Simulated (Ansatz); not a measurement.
# CdO (Monteponite) under changes of volume

One of the cells (12.970 Å³/atom); the others are scaled copies at fixed shape and fractional positions:

```
CELL_PARAMETERS angstrom
0.00000 2.34950 2.34950
2.34950 0.00000 2.34950
2.34950 2.34950 0.00000
ATOMIC_POSITIONS crystal
Cd 0.00000 0.00000 0.00000
O 0.50000 0.50000 0.50000
```

```yaml
Program: Ansatz 0.2.0
Functional: PBE
Potentials_or_basis: Ansatz PAW
Cutoff: "420 eV (not typed: the program's choice for these potentials)"
k_mesh: 10 × 10 × 10
Occupations: fermi-dirac, width 0.05 eV
Spin: no spin polarisation
```

```csv
volume (Å³/atom),energy over the lowest point (meV/atom),pressure (GPa)
12.191,65.17,17.1
12.451,40.91,13.0
12.710,22.87,9.3
12.970,10.41,6.1
13.229,3.00,3.2
13.488,0.00,0.6
13.748,?,?
```

Task: What does the run at 13.748 Å³/atom give?

Result: Energy over the lowest point 1.07 meV/atom; pressure -1.8 GPa.

Worked out: A Birch-Murnaghan fit of order 3 (a polynomial in V^(-2/3)) to the other rows has its minimum at 13.55 Å³/atom, just outside them, with B0 = V·E''(V) = 127 GPa and B' = 4.6. It gives 1.06 meV/atom at 13.748 Å³/atom, against the run's 1.07, and -dE/dV = -1.8 GPa, against -1.8.

Energies are extrapolated to zero smearing.
